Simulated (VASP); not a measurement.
A run of VASP 6.6.1 is set up as follows.

Contents of INCAR:

```
SYSTEM = MoS2
  PREC = Accurate
  ENCUT = 520
  EDIFF = 1E-6
  ISMEAR = 0
  SIGMA = 0.01
  LREAL = .FALSE.
  LASPH = .TRUE.
  NELM = 100
  ALGO = Fast
  ISIF = 2
  LWAVE = .FALSE.
  LCHARG = .TRUE.
  GGA = PE
  IVDW = 13
  LELF = .TRUE.
  LVHAR = .TRUE.
  NBANDS = 35
```

KPOINTS

```
Automatic mesh
0
G
  12 12 1
  0 0 0
```

POSCAR

```
MoS2
1.0
    3.1540796855      0.0000000000      0.0000000000
   -1.5770398428      2.7315131332      0.0000000000
    0.0000000000      0.0000000000     24.3200000000
S Mo
4 2
Direct
    0.3333333333      0.6666666667      0.3104128874
    0.3333333333      0.6666666667      0.4391224132
    0.6508141820      0.3333333333      0.5608775868
    0.6508141820      0.3333333333      0.6895871126
    0.6666666667      0.3333333333      0.3747905936
    0.3174808486      0.6666666667      0.6252094064
```

Potentials or basis: VASP PAW PBE potentials, release 64 (S, Mo_sv).

Run with:

```sh
$ cat potpaw_PBE.64/S/POTCAR potpaw_PBE.64/Mo_sv/POTCAR > POTCAR
$ mpirun -np 1 vasp_std > vasp.out
```

**Question.** Estimate the band gap on the k mesh.

**Answer.** 1.25 eV, indirect (least direct gap 1.74 eV).

**Question.** Estimate the largest force.

**Answer.** 0.025 eV/Å.

Forces on the atoms (eV/Å):
```
S    0.001  0.000  0.017
S   -0.006  0.000 -0.025
S    0.006  0.000  0.025
S   -0.001  0.000 -0.017
Mo  -0.003  0.000 -0.005
Mo   0.003  0.000  0.005
```
